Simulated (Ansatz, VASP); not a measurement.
## Two plane-wave programs on HfO2

```
CELL_PARAMETERS angstrom
0.00000 2.55750 2.55750
2.55750 0.00000 2.55750
2.55750 2.55750 0.00000
ATOMIC_POSITIONS crystal
Hf 0.00000 0.00000 0.00000
O 0.16202 0.33798 0.16202
O 0.75000 0.75000 0.75000
```

Alike in both runs: task single point; functional PBE; k mesh 8 × 8 × 8; occupations gaussian, width 0.05 eV; no spin polarisation.

```csv
,VASP,Ansatz
version,VASP 6.6.1,Ansatz 0.2.0
potentials or method,"VASP PAW PBE potentials, release 64 (Hf_pv, O)","scalar-relativistic, plane waves, PAW"
plane-wave cutoff (eV),520,420
valence electrons in the cell,22,38
```

Ansatz gave:

* gap on the k mesh at the Fermi level (eV): 3.23
* least direct gap on the mesh (eV): 3.23
* pressure (GPa): 12.6
* largest component of the traceless stress (GPa): 16.14
* rms of the force components (eV/Å): 2.311

What did VASP give for the same quantities?

gap on the k mesh at the Fermi level (eV): 3.22; least direct gap on the mesh (eV): 3.22; pressure (GPa): 9.3; largest component of the traceless stress (GPa): 15.12; rms of the force components (eV/Å): 2.289.

Atom by atom the forces differ by 0.025 eV/Å (rms over components). The functional is the same, so the differences come from potentials, cutoffs and numerics. The two sets of potentials don't hold the same shells in valence.

Caveats: spin-orbit coupling is left out, which moves the levels of the heavy elements; forces of over 1 eV/Å show positions far from the minimum, so gaps and moduli don't describe the material at rest. A k mesh can miss the band edges.
